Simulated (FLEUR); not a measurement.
Zr:

```
Zr
1.0
     3.23200    0.00000    0.00000
    -1.61600    2.79899    0.00000
     0.00000    0.00000    5.14700
Zr
2
Cartesian
  1.6160 0.9330 3.8603
  0.0000 1.8660 1.2868
```

| Property | Result |
| --- | --- |
| Program | FLEUR MaX-R8.1 (later development tree) |
| Task | single point |
| Functional | PBE |
| Potentials or basis | all-electron |
| Basis | FLAPW |
| Kmax | 4.1 1/bohr |
| k mesh | 9 × 9 × 5 |
| Occupations | fermi-dirac, width 0.05 eV |
| Spin | no spin polarisation |
| Gmax | 12.7 1/bohr |
| Muffin-tin radii | Zr 2.66 bohr |
| lmax | Zr 10 |
| lnonsphr | Zr 10 |
| Local orbitals a species | Zr 5 |
| Max iterations | 60 |
| Mixing factor | 0.05 |
| Mixer | Anderson |
| Mixer history | 15 |

On this cell: largest force under 0.003 eV/Å; band gap on the k mesh none (metal or under the smearing width).

The same run follows on a disturbed copy (atoms moved at random, drawn with an rms of 0.05 Å):

```
CELL_PARAMETERS angstrom
3.23200 0.00000 0.00000
-1.61600 2.79899 0.00000
0.00000 0.00000 5.14700
ATOMIC_POSITIONS crystal
Zr 0.66214 0.33864 0.74918
Zr 0.34713 0.68258 0.24458
```

Q: What changes?

A: The energy (extrapolated to zero smearing) moves by +1.1 meV/atom; largest force 0.107 eV/Å; band gap on the k mesh none (metal or under the smearing width).

Forces on the atoms (eV/Å):
```
Zr   0.038  0.027 -0.096
Zr  -0.038 -0.027  0.096
```
